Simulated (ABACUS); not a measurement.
# FeO (Wuestite) (Fm-3m) in ABACUS: further runs, part 2 of 2

ABACUS 3.10.1. The steps go on from the part before.

## 3. Equation of state, LDA, collinear spin, ferromagnetic start, 9.41 Å³/atom (volume scaled by 0.94)

INPUT reads:

```
INPUT_PARAMETERS
suffix              FeO
calculation         scf
basis_type          pw
pseudo_dir          ./
symmetry            1
dft_functional      pz
ecutwfc             40
pseudo_rcut         10
nspin               2
nbands              17
ks_solver           dav
smearing_method     fd
smearing_sigma      0.00367493
scf_thr             1e-08
scf_nmax            100
mixing_type         broyden
mixing_beta         0.4
cal_force           1
cal_stress          1
ecutrho             320
kpar                4
```

STRU reads:

```
ATOMIC_SPECIES
Fe 55.8450 fe_lda_v1.5.uspp.F.UPF
O 15.9990 o_lda_v1.2.uspp.F.UPF

LATTICE_CONSTANT
1.8897261246

LATTICE_VECTORS
0.0000000000 2.1113998987 2.1113998987
2.1113998987 0.0000000000 2.1113998987
2.1113998987 2.1113998987 0.0000000000

ATOMIC_POSITIONS
Cartesian

Fe
0.0
1
0.0000000000 0.0000000000 0.0000000000 1 1 1 mag 3

O
0.0
1
2.1113998987 2.1113998987 2.1113998987 1 1 1 mag 0
```

KPT reads:

```
K_POINTS
0
Gamma
9 9 9 0 0 0
```

Potentials or basis: GBRV ultrasoft 1.5 LDA, plane waves.

Launch:

```console
$ OMP_NUM_THREADS=1 mpirun -np 4 abacus > log
```

running log:

```text
ABACUS v3.10.1

               Atomic-orbital Based Ab-initio Computation at UStc

 ------------------------------------------------------------------------------------

 READING GENERAL INFORMATION
                           global_out_dir = OUT.FeO/
                           global_in_card = INPUT
                               pseudo_dir = ./
                              orbital_dir =
                                    DSIZE = 4
                                    GSIZE = 1

 READING UNITCELL INFORMATION
                                    ntype = 2
                  lattice constant (Bohr) = 1.88973
              lattice constant (Angstrom) = 1

 READING ATOM TYPE 1
                               atom label = Fe
                      L=0, number of zeta = 1
                      L=1, number of zeta = 1
                      L=2, number of zeta = 1
             number of atom for this type = 1
               magnetization of element 1 = 3

 READING ATOM TYPE 2
                               atom label = O
                      L=0, number of zeta = 1
                      L=1, number of zeta = 1
                      L=2, number of zeta = 1
             number of atom for this type = 1
               magnetization of element 2 = 0
[... 431 lines left out ...]
 E_KohnSham     -282.5692036693      -3844.5512492248
 E_KS(sigma->0) -282.5687978684      -3844.5457280198
 E_Harris       -282.5697310757      -3844.5584249571
 E_band         -18.4672501037       -251.2598278012
 E_one_elec     -130.6219177533      -1777.2023651321
 E_Hartree      78.2097172992        1064.0977942387
 E_xc           -36.1685938586       -492.0989651244
 E_Ewald        -193.9875977548      -2639.3366707972
 E_entropy(-TS) -0.0008116019        -0.0110424099
 E_descf        0.0000000000         0.0000000000
 E_exx          0.0000000000         0.0000000000
 E_Fermi        1.1162942295         15.1879621662
----------------------------------------------------------

 charge density convergence is achieved
 final etot is -3844.5512492 eV
 EFERMI = 15.187962166 eV

 STATE ENERGY(eV) AND OCCUPATIONS    NSPIN == 2
SPIN UP :
 1/9 kpoint (Cartesian) = 0.0000 0.0000 0.0000 (537 pws)
       1       -73.8573     0.00137174
       2       -40.2569     0.00137174
       3       -40.2569     0.00137174
       4       -40.2569     0.00137174
       5       -5.84711     0.00137174
       6        11.0548     0.00137174
[... 9 lines left out ...]
      16        32.5327        0.00000
[... 82 lines left out ...]
       4       -40.2601     0.00823045
       5       -5.66217     0.00823045
       6        9.29960     0.00823045
[... 9 lines left out ...]
      16        31.5176        0.00000
      17        31.5176        0.00000

[... levels at 12 further k points ...]

------------------------------------------------------------------------------------------
 TOTAL-FORCE (eV/Angstrom)
------------------------------------------------------------------------------------------
                       Fe1         0.0000000000         0.0000000000         0.0000000000
                        O1         0.0000000000         0.0000000000         0.0000000000
------------------------------------------------------------------------------------------

----------------------------------------------------------------
 TOTAL-STRESS (KBAR)
----------------------------------------------------------------
       -43.2164382477         0.0000000000        -0.0000000000
         0.0000000000       -43.2164382477        -0.0000000000
         0.0000000000        -0.0000000000       -43.2164382477
----------------------------------------------------------------
 TOTAL-PRESSURE: -43.216438 KBAR

 --------------------------------------------
 !FINAL_ETOT_IS -3844.5512492247867158 eV
 --------------------------------------------
```

stdout:

```text
ABACUS
v3.10.1

               Atomic-orbital Based Ab-initio Computation at UStc

[... 39 lines left out ...]
----------------------------------------------------------------
 TOTAL-STRESS (KBAR)
----------------------------------------------------------------
       -43.2164382477         0.0000000000        -0.0000000000
         0.0000000000       -43.2164382477        -0.0000000000
         0.0000000000        -0.0000000000       -43.2164382477
----------------------------------------------------------------
 TOTAL-PRESSURE: -43.216438 KBAR
```

Run time: 8.9 s. Hardware: 4 MPI ranks of Intel Xeon Platinum 8488C (Sapphire Rapids), shared host; peak memory 0.48 GiB.

What came out:

```
Free energy            : -3844.5512 eV
Pressure               : -4.3 GPa
Band gap on the k mesh : none (metal or under the smearing width)
Net moment             : 3.98 μB per cell
Absolute moment        : 3.98 μB per cell
```

Caveat: a cell with one magnetic atom can't hold antiferromagnetic order, which such compounds often take; semilocal functionals often make such compounds metallic where correlation or magnetic order opens a gap, which also shifts bond lengths.

## 4. Equation of state, LDA, collinear spin, ferromagnetic start, 9.61 Å³/atom (volume scaled by 0.96)

INPUT is that of step 3.

STRU reads:

```
ATOMIC_SPECIES
Fe 55.8450 fe_lda_v1.5.uspp.F.UPF
O 15.9990 o_lda_v1.2.uspp.F.UPF

LATTICE_CONSTANT
1.8897261246

LATTICE_VECTORS
0.0000000000 2.1262694020 2.1262694020
2.1262694020 0.0000000000 2.1262694020
2.1262694020 2.1262694020 0.0000000000

ATOMIC_POSITIONS
Cartesian

Fe
0.0
1
0.0000000000 0.0000000000 0.0000000000 1 1 1 mag 3

O
0.0
1
2.1262694020 2.1262694020 2.1262694020 1 1 1 mag 0
```

KPT is that of step 3.

Launch:

```console
$ OMP_NUM_THREADS=1 mpirun -np 4 abacus > log
```

It took 8.4 s on 4 MPI ranks of Intel Xeon Platinum 8488C (Sapphire Rapids), shared host; peak memory 0.48 GiB.

The run converged. Its results:

```yaml
Free_energy: -3844.5359 eV
Pressure: -8.3 GPa
Band_gap_on_the_k_mesh: none (metal or under the smearing width)
Net_moment: 4.00 μB per cell
Absolute_moment: 4.00 μB per cell
```

Caveat: a cell with one magnetic atom can't hold antiferromagnetic order, which such compounds often take; semilocal functionals often make such compounds metallic where correlation or magnetic order opens a gap, which also shifts bond lengths.

## 5. Equation of state, LDA, collinear spin, ferromagnetic start, 9.81 Å³/atom (volume scaled by 0.98)

INPUT is that of step 4.

STRU reads:

```
ATOMIC_SPECIES
Fe 55.8450 fe_lda_v1.5.uspp.F.UPF
O 15.9990 o_lda_v1.2.uspp.F.UPF

LATTICE_CONSTANT
1.8897261246

LATTICE_VECTORS
0.0000000000 2.1409337923 2.1409337923
2.1409337923 0.0000000000 2.1409337923
2.1409337923 2.1409337923 0.0000000000

ATOMIC_POSITIONS
Cartesian

Fe
0.0
1
0.0000000000 0.0000000000 0.0000000000 1 1 1 mag 3

O
0.0
1
2.1409337923 2.1409337923 2.1409337923 1 1 1 mag 0
```

KPT is that of step 4.

Launch:

```console
$ OMP_NUM_THREADS=1 mpirun -np 4 abacus > log
```

It took 8.4 s on 4 MPI ranks of Intel Xeon Platinum 8488C (Sapphire Rapids), shared host; peak memory 0.48 GiB.

The run converged. Its results:

| Item | Value |
| --- | --- |
| Free energy | -3844.5108 eV |
| Pressure | -11.9 GPa |
| Band gap on the k mesh | none (metal or under the smearing width) |
| Net moment | 4.00 μB per cell |
| Absolute moment | 4.01 μB per cell |

Caveat: a cell with one magnetic atom can't hold antiferromagnetic order, which such compounds often take; semilocal functionals often make such compounds metallic where correlation or magnetic order opens a gap, which also shifts bond lengths.

## 6. Equation of state, LDA, collinear spin, ferromagnetic start, 10.01 Å³/atom

INPUT is that of step 5.

STRU reads:

```
ATOMIC_SPECIES
Fe 55.8450 fe_lda_v1.5.uspp.F.UPF
O 15.9990 o_lda_v1.2.uspp.F.UPF

LATTICE_CONSTANT
1.8897261246

LATTICE_VECTORS
0.0000000000 2.1554000000 2.1554000000
2.1554000000 0.0000000000 2.1554000000
2.1554000000 2.1554000000 0.0000000000

ATOMIC_POSITIONS
Cartesian

Fe
0.0
1
0.0000000000 0.0000000000 0.0000000000 1 1 1 mag 3

O
0.0
1
2.1554000000 2.1554000000 2.1554000000 1 1 1 mag 0
```

KPT is that of step 5.

Potentials or basis: GBRV ultrasoft 1.5 LDA, plane waves.

Launch:

```console
$ OMP_NUM_THREADS=1 mpirun -np 4 abacus > log
```

Wall time 8.7 s (4 MPI ranks of Intel Xeon Platinum 8488C (Sapphire Rapids), shared host); peak memory 0.48 GiB.

Results (log left out):

```
Free energy            : -3844.4766 eV
Pressure               : -15.3 GPa
Band gap on the k mesh : none (metal or under the smearing width)
Net moment             : 4.00 μB per cell
Absolute moment        : 4.01 μB per cell
```

Caveat: a cell with one magnetic atom can't hold antiferromagnetic order, which such compounds often take; semilocal functionals often make such compounds metallic where correlation or magnetic order opens a gap, which also shifts bond lengths.

## 7. Equation of state, LDA, collinear spin, ferromagnetic start, 10.21 Å³/atom (volume scaled by 1.02)

INPUT is that of step 6.

STRU reads:

```
ATOMIC_SPECIES
Fe 55.8450 fe_lda_v1.5.uspp.F.UPF
O 15.9990 o_lda_v1.2.uspp.F.UPF

LATTICE_CONSTANT
1.8897261246

LATTICE_VECTORS
0.0000000000 2.1696745882 2.1696745882
2.1696745882 0.0000000000 2.1696745882
2.1696745882 2.1696745882 0.0000000000

ATOMIC_POSITIONS
Cartesian

Fe
0.0
1
0.0000000000 0.0000000000 0.0000000000 1 1 1 mag 3

O
0.0
1
2.1696745882 2.1696745882 2.1696745882 1 1 1 mag 0
```

KPT is that of step 6.

Launch:

```console
$ OMP_NUM_THREADS=1 mpirun -np 4 abacus > log
```

It took 8.7 s on 4 MPI ranks of Intel Xeon Platinum 8488C (Sapphire Rapids), shared host; peak memory 0.48 GiB.

It converged, with:

```
Free energy            : -3844.4347 eV
Pressure               : -18.3 GPa
Band gap on the k mesh : none (metal or under the smearing width)
Net moment             : 4.00 μB per cell
Absolute moment        : 4.01 μB per cell
```

Caveat: a cell with one magnetic atom can't hold antiferromagnetic order, which such compounds often take; semilocal functionals often make such compounds metallic where correlation or magnetic order opens a gap, which also shifts bond lengths.

## 8. Equation of state, LDA, collinear spin, ferromagnetic start, 10.41 Å³/atom (volume scaled by 1.04)

INPUT is that of step 7.

STRU reads:

```
ATOMIC_SPECIES
Fe 55.8450 fe_lda_v1.5.uspp.F.UPF
O 15.9990 o_lda_v1.2.uspp.F.UPF

LATTICE_CONSTANT
1.8897261246

LATTICE_VECTORS
0.0000000000 2.1837637790 2.1837637790
2.1837637790 0.0000000000 2.1837637790
2.1837637790 2.1837637790 0.0000000000

ATOMIC_POSITIONS
Cartesian

Fe
0.0
1
0.0000000000 0.0000000000 0.0000000000 1 1 1 mag 3

O
0.0
1
2.1837637790 2.1837637790 2.1837637790 1 1 1 mag 0
```

KPT is that of step 7.

Launch:

```console
$ OMP_NUM_THREADS=1 mpirun -np 4 abacus > log
```

Run time: 8.9 s. Hardware: 4 MPI ranks of Intel Xeon Platinum 8488C (Sapphire Rapids), shared host; peak memory 0.52 GiB.

It converged, with:

| Item | Value |
| --- | --- |
| Free energy | -3844.3857 eV |
| Pressure | -20.9 GPa |
| Band gap on the k mesh | none (metal or under the smearing width) |
| Net moment | 4.00 μB per cell |
| Absolute moment | 4.01 μB per cell |

Caveat: a cell with one magnetic atom can't hold antiferromagnetic order, which such compounds often take; semilocal functionals often make such compounds metallic where correlation or magnetic order opens a gap, which also shifts bond lengths.

## 9. Equation of state, LDA, collinear spin, ferromagnetic start, 10.61 Å³/atom (volume scaled by 1.06)

INPUT is that of step 8.

STRU reads:

```
ATOMIC_SPECIES
Fe 55.8450 fe_lda_v1.5.uspp.F.UPF
O 15.9990 o_lda_v1.2.uspp.F.UPF

LATTICE_CONSTANT
1.8897261246

LATTICE_VECTORS
0.0000000000 2.1976734774 2.1976734774
2.1976734774 0.0000000000 2.1976734774
2.1976734774 2.1976734774 0.0000000000

ATOMIC_POSITIONS
Cartesian

Fe
0.0
1
0.0000000000 0.0000000000 0.0000000000 1 1 1 mag 3

O
0.0
1
2.1976734774 2.1976734774 2.1976734774 1 1 1 mag 0
```

KPT is that of step 8.

Potentials or basis: GBRV ultrasoft 1.5 LDA, plane waves.

Launch:

```console
$ OMP_NUM_THREADS=1 mpirun -np 4 abacus > log
```

Run time: 8.9 s. Hardware: 4 MPI ranks of Intel Xeon Platinum 8488C (Sapphire Rapids), shared host; peak memory 0.52 GiB.

The run converged. Its results:

* Free energy: -3844.3305 eV
* Pressure: -23.3 GPa
* Band gap on the k mesh: none (metal or under the smearing width)
* Net moment: 4.00 μB per cell
* Absolute moment: 4.01 μB per cell

Caveat: a cell with one magnetic atom can't hold antiferromagnetic order, which such compounds often take; semilocal functionals often make such compounds metallic where correlation or magnetic order opens a gap, which also shifts bond lengths.

## 10. Equation of state, LDA, collinear spin, ferromagnetic start

This step only gathers the single runs of the series.

Results:

| Item | Value |
| --- | --- |
| Equilibrium volume | 9.24 Å³/atom (rough: see the caveat) |
| Bulk modulus | 227 GPa (rough) |

Energy against volume, from the lowest point:
```csv
volume (Å³/atom),energy (meV/atom)
9.413,0.00
9.613,7.65
9.813,20.23
10.013,37.31
10.214,58.28
10.414,82.76
10.614,110.39
```

Caveat: the minimum lies outside the volumes run.
